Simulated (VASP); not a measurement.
# Ag in VASP: notebook

The runs below take Ag through single point, relaxation of the atoms, with LDA.

Everything below comes from runs of VASP 6.6.1. Logs are shortened: lines on timing, memory, paths and dates and some standing lists are left out, and cuts for length are marked.

## 1. The structure

The cell holds a slab with vacuum, 7 atoms: a = 2.830 Å, b = 2.830 Å, c = 27.007 Å, α = 90.00°, β = 90.00°, γ = 90.00°.

The slab is cut from a database's or a generator's crystal, which needn't be the stable form of the element.

## 2. Single point, LDA

Input file INCAR:

```
SYSTEM = Ag
ALGO = Fast
DIPOL = 0.5 0.5 0.500
EDIFF = 1E-6
ENCUT = 520
GGA = CA
ICORELEVEL = 1
IDIPOL = 3
ISIF = 2
ISMEAR = 1
KPAR = 4
LASPH = .TRUE.
LCHARG = .FALSE.
LDIPOL = .TRUE.
LREAL = .FALSE.
LVACPOTAV = .TRUE.
LVHAR = .TRUE.
LWAVE = .FALSE.
NELM = 80
PREC = Accurate
SIGMA = 0.1
```

Input file KPOINTS:

```
k-points
0
G
  14 14 1
  0 0 0
```

Input file POSCAR:

```
Ag
1.0
    2.8300959000      0.0000000000      0.0000000000
    0.0000000000      2.8300959000      0.0000000000
    0.0000000000      0.0000000000     27.0070800000
Ag
7
Direct
    0.5000000000      0.5000000000      0.2777049600
    0.0000000000      0.0000000000      0.3518033000
    0.5000000000      0.5000000000      0.4259016500
    0.0000000000      0.0000000000      0.5000000000
    0.5000000000      0.5000000000      0.5740983500
    0.0000000000      0.0000000000      0.6481967000
    0.5000000000      0.5000000000      0.7222950400
```

Potentials or basis: VASP PAW LDA potentials, release 64 (Ag).

Started as:

```bash
$ cat potpaw_LDA.64/Ag/POTCAR > POTCAR
$ mpirun -np 4 vasp_std > vasp.out
```

OUTCAR:

```text
SYSTEM = Ag
   EDIFF = 1E-6
   ENCUT = 520
   GGA = CA
   ISIF = 2
   ISMEAR = 1
   LASPH = .TRUE.
   LREAL = .FALSE.
   NELM = 80
   PREC = Accurate

 ion  position               nearest neighbor table
   1  0.500  0.500  0.278-   2 2.83   2 2.83   2 2.83   2 2.83
   2  0.000  0.000  0.352-   1 2.83   1 2.83   1 2.83   1 2.83   3 2.83   3 2.83   3 2.83   3 2.83

   3  0.500  0.500  0.426-   2 2.83   4 2.83   2 2.83   4 2.83   2 2.83   4 2.83   2 2.83   4 2.83

   4  0.000  0.000  0.500-   3 2.83   5 2.83   3 2.83   5 2.83   3 2.83   5 2.83   3 2.83   5 2.83

   5  0.500  0.500  0.574-   4 2.83   6 2.83   4 2.83   6 2.83   4 2.83   6 2.83   4 2.83   6 2.83

   6  0.000  0.000  0.648-   7 2.83   7 2.83   7 2.83   7 2.83   5 2.83   5 2.83   5 2.83   5 2.83

   7  0.500  0.500  0.722-   6 2.83   6 2.83   6 2.83   6 2.83

  LATTYP: Found a simple tetragonal cell.
 ALAT       =     2.8300959000
 C/A-ratio  =     9.5428144325

  Lattice vectors:

 A1 = (   2.8300959000,   0.0000000000,   0.0000000000)
 A2 = (   0.0000000000,   2.8300959000,   0.0000000000)
 A3 = (   0.0000000000,   0.0000000000,  27.0070800000)

Analysis of symmetry for initial positions (statically):
=====================================================================
 Subroutine PRICEL returns:
 Original cell was already a primitive cell.

 Routine SETGRP: Setting up the symmetry group for a
 simple tetragonal supercell.

 Subroutine GETGRP returns: Found 16 space group operations
 (whereof 16 operations were pure point group operations)
 out of a pool of 16 trial point group operations.

The static configuration has the point symmetry D_4h.

Analysis of symmetry for dynamics (positions and initial velocities):
=====================================================================
 Subroutine PRICEL returns:
 Original cell was already a primitive cell.

 Routine SETGRP: Setting up the symmetry group for a
 simple tetragonal supercell.

 Subroutine GETGRP returns: Found 16 space group operations
 (whereof 16 operations were pure point group operations)
 out of a pool of 16 trial point group operations.

The dynamic configuration has the point symmetry D_4h.

 Subroutine INISYM returns: Found 16 space group operations
 (whereof 16 operations are pure point group operations),
 and found     1 'primitive' translations

----------------------------------------------------------------------------------------

                                     Primitive cell

  volume of cell :     216.3117

  direct lattice vectors                    reciprocal lattice vectors
     2.830095900  0.000000000  0.000000000     0.353344917  0.000000000  0.000000000
     0.000000000  2.830095900  0.000000000     0.000000000  0.353344917  0.000000000
     0.000000000  0.000000000 27.007080000     0.000000000  0.000000000  0.037027328

  length of vectors
     2.830095900  2.830095900 27.007080000     0.353344917  0.353344917  0.037027328

  position of ions in fractional coordinates (direct lattice)
     0.500000000  0.500000000  0.277704960
     0.000000000  0.000000000  0.351803300
     0.500000000  0.500000000  0.425901650
     0.000000000  0.000000000  0.500000000
     0.500000000  0.500000000  0.574098350
     0.000000000  0.000000000  0.648196700
     0.500000000  0.500000000  0.722295040

  ion indices of the primitive-cell ions
   primitive index   ion index
                 1           1
                 2           2
                 3           3
                 4           4
                 5           5
                 6           6
                 7           7

----------------------------------------------------------------------------------------

 KPOINTS: k-points

Automatic generation of k-mesh.
 Grid dimensions read from file:
 generate k-points for:   14   14    1

 Generating k-lattice:

  Cartesian coordinates                     Fractional coordinates (reciprocal lattice)
     0.025238923  0.000000000  0.000000000     0.071428571  0.000000000  0.000000000
     0.000000000  0.025238923  0.000000000     0.000000000  0.071428571  0.000000000
     0.000000000  0.000000000  0.037027328     0.000000000  0.000000000  1.000000000

  Length of vectors
     0.025238923  0.025238923  0.037027328

  Shift w.r.t. Gamma in fractional coordinates (k-lattice)
     0.000000000  0.000000000  0.000000000

 Subroutine IBZKPT returns following result:
 ===========================================

 Found     36 irreducible k-points:

 Following reciprocal coordinates:
            Coordinates               Weight
  0.000000  0.000000  0.000000      1.000000
  0.071429  0.000000  0.000000      4.000000
  0.142857  0.000000  0.000000      4.000000
  0.214286  0.000000  0.000000      4.000000
  0.285714  0.000000  0.000000      4.000000
  0.357143  0.000000  0.000000      4.000000
[... 16 lines left out ...]
  0.285714  0.214286  0.000000      8.000000
  0.357143  0.214286  0.000000      8.000000
 [... further k-points ...]
   k-points           NKPTS =     36   k-points in BZ     NKDIM =     36   number of bands    NBANDS=     46
   number of dos      NEDOS =    301   number of ions     NIONS =      7
   total plane-waves  NPLWV = 120960
   dimension x,y,z NGX =    24 NGY =   24 NGZ =  210
   dimension x,y,z NGXF=    48 NGYF=   48 NGZF=  420
   ions per type =               7
   NGX,Y,Z   is equivalent  to a cutoff of  14.10, 14.10, 12.93 a.u.
   NGXF,Y,Z  is equivalent  to a cutoff of  28.20, 28.20, 25.85 a.u.
 SYSTEM =  Ag
   PREC   = accura    normal or accurate (medium, high low for compatibility)
   ISTART =      0    job   : 0-new  1-cont  2-samecut
   ICHARG =      2    charge: 1-file 2-atom 10-const
   ISPIN  =      1    spin polarized calculation?
   LNONCOLLINEAR =      F non collinear calculations
   LSORBIT =      F    spin-orbit coupling
   LASPH  =      T    aspherical Exc in radial PAW
   ENCUT  =  520.0 eV  38.22 Ry    6.18 a.u.   5.26  5.26 50.22*2*pi/ulx,y,z
   NELM   =     80;   NELMIN=  2; NELMDL= -5     # of ELM steps
   EDIFF  = 0.1E-05   stopping-criterion for ELM
   LREAL  =      F    real-space projection
   EDIFFG = 0.1E-04   stopping-criterion for IOM
   NSW    =      0    number of steps for IOM
   IBRION =     -1    ionic relax: 0-MD 1-quasi-New 2-CG
   NFREE  =      0    steps in history (QN), initial steepest desc. (CG)
   ISIF   =      2    stress and relaxation
   ISYM   =      2    0-nonsym 1-usesym 2-fastsym
   POTIM  = 0.5000    time-step for ionic-motion
   TEBEG  =    0.0;   TEEND  =   0.0 temperature during run
   PSTRESS=    0.0 pullay stress
   NELECT =      77.0000    total number of electrons
   NUPDOWN=      -1.0000    fix difference up-down
   EMIN   =  10.00;   EMAX   =-10.00  energy-range for DOS
   EFERMI =   0.00;   METHOD = LEGACY
   ISMEAR =     1;   SIGMA  =   0.10  broadening in eV -4-tet -1-fermi 0-gaus
   EFERMI_NEDOS =   21; number of points for ismear=-14 and -15
   IALGO  =     68    algorithm
   IMIX   =      4    mixing-type and parameters
     AMIX     =   0.40;   BMIX     =  1.00
     AMIX_MAG =   1.60;   BMIX_MAG =  1.00
  volume/ion in A,a.u.               =      30.90       208.53
  Fermi-wavevector in a.u.,A,eV,Ry     =   1.160233  2.192522 18.315345  1.346140
  Thomas-Fermi vector in A             =   2.296817
   LORBIT       =      0    0 simple, 1 ext, 2 COOP (PROOUT), +10 PAW based schemes
   GGA     = CA    functional components
   LHFCALC =     F    Hartree Fock is set to
   AEXX    =    0.0000 exact exchange contribution
   IVDW    =     0    specifies the selected vdW correction
   LEPSILON=     F    determine dielectric tensor
   LRPA    =     F    only Hartree local field effects (RPA)
 non-spin polarized calculation
 RMM-DIIS sequential band-by-band and
 Methfessel and Paxton  Order N= 1 SIGMA  =   0.10
  energy-cutoff  :      520.00
  volume of cell :      216.31
 maximum number of plane-waves:      5885
 NGX is ok and might be reduce to    24
   NGX = 11   NGY = 11   NGZ =101

 dipolmoment           0.000000      0.000000      0.000000 electrons x Angstroem

 number of electron      77.0000012 magnetization

 dipolmoment           0.000000      0.000000     -0.000000 electrons x Angstroem

 Free energy of the ion-electron system (eV)
  ---------------------------------------------------
  ext. energy  EPLUGINS =         0.00000000
  ---------------------------------------------------
  free energy    TOTEN  =       -25.18545257 eV

  energy without entropy =      -25.18772232  energy(sigma->0) =      -25.18620915

 the core state eigenenergies are
   1-  1s -25177.5036  2s  -3707.2358  2p  -3330.2650  3s   -674.8083  3p   -550.4764
       3d   -353.0956  4s    -88.8455  4p    -52.5968
   2-  1s -25177.8787  2s  -3707.6456  2p  -3330.6718  3s   -675.2013  3p   -550.8693
       3d   -353.4926  4s    -89.2022  4p    -52.9445
   3-  1s -25177.8495  2s  -3707.6196  2p  -3330.6455  3s   -675.1738  3p   -550.8418
       3d   -353.4655  4s    -89.1719  4p    -52.9136
   4-  1s -25177.8525  2s  -3707.6225  2p  -3330.6485  3s   -675.1762  3p   -550.8442
       3d   -353.4679  4s    -89.1734  4p    -52.9149
   5-  1s -25177.8495  2s  -3707.6196  2p  -3330.6455  3s   -675.1738  3p   -550.8418
       3d   -353.4655  4s    -89.1719  4p    -52.9136
   6-  1s -25177.8787  2s  -3707.6456  2p  -3330.6718  3s   -675.2013  3p   -550.8693
       3d   -353.4926  4s    -89.2022  4p    -52.9445
   7-  1s -25177.5036  2s  -3707.2358  2p  -3330.2650  3s   -674.8083  3p   -550.4764
       3d   -353.0956  4s    -88.8455  4p    -52.5968

 E-fermi :   2.4523     XC(G=0):  -7.4254

 val. band max:        2.4447445725   @ k =   0.2143   0.2143   0.0000
 cond. band min:       2.5102712825   @ k =   0.2857   0.2857   0.0000
 fundamental gap:      0.0655267100
 Fermi energy:         2.4523432902

 k-point     1 :       0.0000    0.0000    0.0000
  band No.  band energies     occupation
      1      -5.6442      2.00000
      2      -5.0885      2.00000
      3      -4.3560      2.00000
      4      -4.2710      2.00000
      5      -4.1697      2.00000
      6      -4.0945      2.00000
[... 38 lines left out ...]
     45       7.2910      0.00000
     46       8.2555      0.00000
[... 1086 lines left out ...]
      6      -3.3888      2.00000
[... 38 lines left out ...]
     45       7.9588      0.00000
     46       8.6529      0.00000

 [... further k-points ...]
[... 5 lines left out ...]
  --------------------------------------------------------------------------------------
  -------------------------------------------------------------------------------------
  Total       -1.9488041     -1.9488041     -0.8210106      0.0000000      0.0000000      0.0000000
  in kB      -14.4344034    -14.4344034     -6.0810618      0.0000000      0.0000000      0.0000000
  external PRESSURE =     -11.6499562 kB  Pullay stress =       0.0000000 kB

 VOLUME and BASIS-vectors are now :
 -----------------------------------------------------------------------------
  energy-cutoff  :      520.00
  volume of cell :      216.31
      direct lattice vectors                 reciprocal lattice vectors
     2.830095900  0.000000000  0.000000000     0.353344917  0.000000000  0.000000000
     0.000000000  2.830095900  0.000000000     0.000000000  0.353344917  0.000000000
     0.000000000  0.000000000 27.007080000     0.000000000  0.000000000  0.037027328

 POSITION                                       TOTAL-FORCE (eV/Angst)
 -----------------------------------------------------------------------------------
      1.41505      1.41505      7.50000        -0.000000     -0.000000      0.164878
      0.00000      0.00000      9.50118        -0.000000      0.000000     -0.153824
      1.41505      1.41505     11.50236         0.000000     -0.000000      0.003227
      0.00000      0.00000     13.50354        -0.000000      0.000000      0.000000
      1.41505      1.41505     15.50472        -0.000000     -0.000000     -0.003227
      0.00000      0.00000     17.50590        -0.000000     -0.000000      0.153824
      1.41505      1.41505     19.50708         0.000000      0.000000     -0.164878
 -----------------------------------------------------------------------------------
    total drift:                                0.000000     -0.000000     -0.000000

  FREE ENERGIE OF THE ION-ELECTRON SYSTEM (eV)
  ---------------------------------------------------
  free  energy   TOTEN  =       -25.1854525710 eV

  energy  without entropy=      -25.1877223199  energy(sigma->0) =      -25.18620915

 vacuum level on the upper side and lower side of the slab         7.160         7.160
```

It took 66 s on 4 MPI ranks of Intel Xeon 6975P-C (Granite Rapids), shared host; peak memory 0.41 GiB.

Results:

* Free energy: -25.1855 eV
* Largest force: 0.165 eV/Å
* Band gap on the k mesh: none (metal or under the smearing width)
* Work function of the upper face: 4.71 eV
* Work function of the lower face: 4.71 eV

Forces on the atoms (eV/Å):
```
Ag   0.000  0.000  0.165
Ag   0.000  0.000 -0.154
Ag   0.000  0.000  0.003
Ag   0.000  0.000  0.000
Ag   0.000  0.000 -0.003
Ag   0.000  0.000  0.154
Ag   0.000  0.000 -0.165
```

Levels at points of the mesh, in eV from the Fermi level:
| k point | band 37 | band 38 | band 39 | band 40 | band 41 | band 42 |
| --- | --- | --- | --- | --- | --- | --- |
| (0.00, 0.00, 0.00) | -2.94 | -2.78 | -2.78 | -2.64 | -1.02 | 0.51 |
| (0.50, 0.00, 0.00) | -0.53 | -0.50 | -0.44 | -0.44 | 0.08 | 0.08 |
| (0.50, 0.50, 0.00) | 1.90 | 2.95 | 2.95 | 4.35 | 4.35 | 5.91 |

Core levels (eV, on the scale of the bands):
```csv
atom,levels
1 Ag,"1s -25177.5, 2s -3707.2, 2p -3330.3, 3s -674.8, 3p -550.5, 3d -353.1, 4s -88.8, 4p -52.6"
2 Ag,"1s -25177.9, 2s -3707.6, 2p -3330.7, 3s -675.2, 3p -550.9, 3d -353.5, 4s -89.2, 4p -52.9"
3 Ag,"1s -25177.8, 2s -3707.6, 2p -3330.6, 3s -675.2, 3p -550.8, 3d -353.5, 4s -89.2, 4p -52.9"
4 Ag,"1s -25177.9, 2s -3707.6, 2p -3330.6, 3s -675.2, 3p -550.8, 3d -353.5, 4s -89.2, 4p -52.9"
5 Ag,"1s -25177.8, 2s -3707.6, 2p -3330.6, 3s -675.2, 3p -550.8, 3d -353.5, 4s -89.2, 4p -52.9"
6 Ag,"1s -25177.9, 2s -3707.6, 2p -3330.7, 3s -675.2, 3p -550.9, 3d -353.5, 4s -89.2, 4p -52.9"
```

(Continued in part 2 of 2.)
